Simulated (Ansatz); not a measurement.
CdS in the 4H polytype structure at its r2SCAN geometry, run in Ansatz 0.2.0 at 4 levels of theory. The calculation is spin-unpolarised, and the structure need not be a phase that has been made.

The LDA input:
```yaml
crystal:
  lattice:
    - [4.1605990978, 0.0, 0.0]
    - [-2.0802995489, 3.6031845137, 0.0]
    - [0.0, 0.0, 13.5541938558]
  atoms:
    - { symbol: Cd, position: [0.0, 0.0, -0.0003495461] }
    - { symbol: Cd, position: [0.3333333333, 0.6666666667, 0.2498897446] }
    - { symbol: Cd, position: [0.0, 0.0, 0.4996504539] }
    - { symbol: Cd, position: [0.6666666667, 0.3333333333, 0.7498897446] }
    - { symbol: S, position: [0.0, 0.0, 0.1876440828] }
    - { symbol: S, position: [0.3333333333, 0.6666666667, 0.4378157188] }
    - { symbol: S, position: [0.0, 0.0, 0.6876440828] }
    - { symbol: S, position: [0.6666666667, 0.3333333333, 0.9378157188] }
kpoints:
  mp_grid: { grid: [12, 12, 2] }
  band_path:
    path:
      - [0.0, 0.0, 0.0]
      - [0.5, 0.0, 0.0]
      - [0.3333333333, 0.3333333333, 0.0]
      - [0.0, 0.0, 0.5]
      - [0.5, 0.0, 0.5]
      - [0.3333333333, 0.3333333333, 0.5]
    npoints: 1
hamiltonian:
  xc: lda
scf:
  occupations: { method: fixed }
  n_extra_bands: 6
output:
  forces: true
  stress: true
  eigenvalues: true
```

Main results, then, where recorded, the levels near the gap in eV from the Fermi energy (columns number the bands from 0), one row a point of the path (Γ, M, K, A, L, H):
```
Crystal: 8 atoms, lattice volume = 203.196 Å³
Symmetry: 12 space group operations
Space group: P63mc (ITA 186)
```
```
Basis set: ecut = 420 eV, 3903 PW (Γ)
k-points: 38 of 288
SCF 1 converged in 7 iterations: F = -35954.431997 eV  dr2 = 3.78e-8
Free energy (F): -35954.431997 eV
Fermi energy:    6.295828 eV
--- Forces (eV/Å), atoms counted from 1 ---
  atom   1  Cd      0.00000      0.00000      0.00363
  atom   2  Cd      0.00000      0.00000    -0.00368
  atom   3  Cd      0.00000      0.00000      0.00363
  atom   4  Cd      0.00000      0.00000    -0.00368
  atom   5  S       0.00000      0.00000    -0.00204
  atom   6  S       0.00000      0.00000      0.00211
  atom   7  S       0.00000      0.00000    -0.00204
  atom   8  S       0.00000      0.00000      0.00211
--- Stress (GPa, compression-positive) ---
       -3.729159       0.000000       0.000000
        0.000000      -3.729159       0.000000
        0.000000       0.000000      -3.660855
  P = ⅓ Tr σ = -3.7064 GPa (-37.064 kbar)
```
```tsv
band_48	band_49	band_50	band_51	band_52	band_53	band_54
-0.384	-0.019	0.000	0.000	0.850	2.452	2.620
-1.322	-1.290	-0.897	-0.739	2.865	3.126	3.723
-1.834	-1.414	-1.414	-1.106	4.141	4.498	4.498
-0.118	-0.118	-0.118	-0.118	1.768	1.768	2.655
-1.202	-1.202	-0.919	-0.919	3.263	3.263	3.696
-1.464	-1.464	-1.303	-1.303	4.252	4.252	4.537
```

LDA gives a direct gap of 0.85 eV at Γ.

r2SCAN. Against the first input these blocks differ (the band path and keys that only write files left aside):
```yaml
hamiltonian:
  xc: r2scan
```

```
Basis set: ecut = 500 eV, 5167 PW (Γ)
k-points: 38 of 288
SCF 1 converged in 7 iterations: F = -36702.452611 eV  dr2 = 1.85e-8
Free energy (F): -36702.452611 eV
Fermi energy:    6.310718 eV
--- Forces (eV/Å), atoms counted from 1 ---
  atom   1  Cd      0.00000      0.00000    -0.00145
  atom   2  Cd      0.00000      0.00000    -0.00148
  atom   3  Cd      0.00000      0.00000    -0.00145
  atom   4  Cd      0.00000      0.00000    -0.00148
  atom   5  S       0.00000      0.00000      0.00155
  atom   6  S       0.00000      0.00000      0.00138
  atom   7  S       0.00000      0.00000      0.00155
  atom   8  S       0.00000      0.00000      0.00138
--- Stress (GPa, compression-positive) ---
       -0.028215       0.000000       0.000000
        0.000000      -0.028215       0.000000
        0.000000       0.000000      -0.010081
  P = ⅓ Tr σ = -0.0222 GPa (-0.222 kbar)
```
```tsv
band_48	band_49	band_50	band_51	band_52	band_53	band_54
-0.380	-0.019	0.000	0.000	1.586	3.136	3.314
-1.316	-1.285	-0.888	-0.734	3.551	3.746	4.325
-1.816	-1.404	-1.404	-1.105	4.843	5.177	5.177
-0.116	-0.116	-0.116	-0.116	2.398	2.398	3.371
-1.180	-1.180	-0.913	-0.913	3.940	3.940	4.292
-1.450	-1.450	-1.296	-1.296	4.873	4.873	5.229
```

The r2SCAN gap is direct at Γ: 1.59 eV. The mean stress is close to zero (-0.02 GPa).

HSE06. Against the first input these blocks differ (the band path and keys that only write files left aside):
```yaml
kpoints:
  mp_grid: { grid: [6, 6, 2] }
hamiltonian:
  xc: hse06
```

```
Basis set: ecut = 420 eV, 3903 PW (Γ)
k-points: 14 of 72
SCF 1 stopped early in 3 iterations: F = -36631.284624 eV  dr2 = 2.88e-5
Exchange kernel: α = 0.2500, screened, ω = 0.2079 Å⁻¹, Wigner–Seitz truncation, v(0) = 1046.8416 eV·Å³, q-mesh 6×6×2
SCF 2 stopped early in 6 iterations: F = -36648.786760 eV  dr2 = 4.17e-6
hybrid outer 1: dexx = +3.527e-2 eV, tail = 1.11e-4 eV
SCF 3 converged in 6 iterations: F = -36648.786759 eV  dr2 = 2.02e-9
hybrid outer 2: dexx = +1.029e-6 eV, tail = 9.56e-8 eV, Δε = 3.67e-3 eV, ΔF = 2.58e-3 eV/Å
SCF 4 converged in 2 iterations: F = -36648.786759 eV  dr2 = 2.79e-10
hybrid outer 3: dexx = +1.728e-9 eV, tail = 6.68e-10 eV, Δε = 1.60e-4 eV, ΔF = 1.27e-4 eV/Å
Free energy (F): -36648.786759 eV
Fermi energy:    5.937354 eV
--- Forces (eV/Å), atoms counted from 1 ---
  atom   1  Cd      0.00000      0.00000    -0.00284
  atom   2  Cd      0.00000      0.00000      0.00045
  atom   3  Cd      0.00000      0.00000    -0.00284
  atom   4  Cd      0.00000      0.00000      0.00045
  atom   5  S       0.00000      0.00000      0.00194
  atom   6  S       0.00000      0.00000      0.00043
  atom   7  S       0.00000      0.00000      0.00194
  atom   8  S       0.00000      0.00000      0.00043
--- Stress (GPa, compression-positive) ---
        0.221048       0.000000       0.000000
        0.000000       0.221048       0.000000
        0.000000       0.000000       0.224456
  P = ⅓ Tr σ = 0.2222 GPa (2.222 kbar)
```
```tsv
band_48	band_49	band_50	band_51	band_52	band_53	band_54
-0.401	-0.017	0.000	0.000	2.146	3.751	3.929
-1.383	-1.349	-0.934	-0.775	4.172	4.369	4.983
-1.914	-1.475	-1.475	-1.159	5.504	5.880	5.880
-0.123	-0.123	-0.123	-0.123	2.963	2.963	3.995
-1.237	-1.237	-0.962	-0.962	4.587	4.587	4.924
-1.523	-1.523	-1.364	-1.364	5.539	5.539	5.945
```

HSE06 gives a direct gap of 2.15 eV at Γ. The mean stress, +0.2 GPa, is small, and the program warns that its thresholds are loose for a hybrid's stress.

Hartree-Fock. Against the first input these blocks differ (the band path and keys that only write files left aside):
```yaml
kpoints:
  mp_grid: { grid: [6, 6, 2] }
hamiltonian:
  xc: hf
```

```
Basis set: ecut = 420 eV, 3903 PW (Γ)
k-points: 14 of 72
SCF 1 stopped early in 4 iterations: F = -36283.048095 eV  dr2 = 6.18e-5
SCF 2 stopped early in 7 iterations: F = -36348.430387 eV  dr2 = 4.17e-5
hybrid outer 1: dexx = +2.526e0 eV, tail = 2.38e-2 eV
SCF 3 stopped early in 5 iterations: F = -36348.439389 eV  dr2 = 2.96e-7
hybrid outer 2: dexx = +1.224e-3 eV, tail = 3.46e-4 eV, Δε = 4.54e-2 eV, ΔF = 3.43e-2 eV/Å
SCF 4 stopped early in 3 iterations: F = -36348.439741 eV  dr2 = 3.72e-7
hybrid outer 3: dexx = +2.827e-5 eV, tail = 2.96e-6 eV, Δε = 1.10e-2 eV, ΔF = 4.12e-3 eV/Å
SCF 5 converged in 4 iterations: F = -36348.439746 eV  dr2 = 5.32e-10
hybrid outer 4: dexx = +2.106e-7 eV, tail = 3.54e-8 eV, Δε = 1.14e-3 eV, ΔF = 6.48e-4 eV/Å
Free energy (F): -36348.439746 eV
Fermi energy:    3.638866 eV
--- Forces (eV/Å), atoms counted from 1 ---
  atom   1  Cd      0.00000      0.00000    -0.00891
  atom   2  Cd      0.00000      0.00000      0.00234
  atom   3  Cd      0.00000      0.00000    -0.00891
  atom   4  Cd      0.00000      0.00000      0.00234
  atom   5  S       0.00000      0.00000      0.00450
  atom   6  S       0.00000      0.00000      0.00184
  atom   7  S       0.00000      0.00000      0.00450
  atom   8  S       0.00000      0.00000      0.00184
--- Stress (GPa, compression-positive) ---
        5.303072       0.000000       0.000000
        0.000000       5.303072       0.000000
        0.000000       0.000000       5.270758
  P = ⅓ Tr σ = 5.2923 GPa (52.923 kbar)
```
```tsv
band_48	band_49	band_50	band_51	band_52	band_53	band_54
-0.476	-0.016	0.000	0.000	8.455	10.226	10.416
-1.644	-1.604	-1.106	-0.921	10.471	10.526	11.308
-2.285	-1.748	-1.748	-1.371	12.151	12.151	12.156
-0.146	-0.146	-0.146	-0.146	9.241	9.241	10.550
-1.447	-1.447	-1.143	-1.143	10.925	10.925	11.166
-1.796	-1.796	-1.625	-1.625	11.731	11.731	12.805
```

Hartree-Fock gives a direct gap of 8.46 eV at Γ. The mean pressure is +5.3 GPa (compression positive), so Hartree-Fock would enlarge the cell's volume. (The program warns that its thresholds are loose for a hybrid's stress.)

The hybrids run on coarser meshes, which limits their stresses and small splittings of levels.

Totals of different functionals can't be compared.

Spin-orbit coupling is left out.

The meshes of the hybrids are coarse, so their gaps aren't converged to the digits shown.
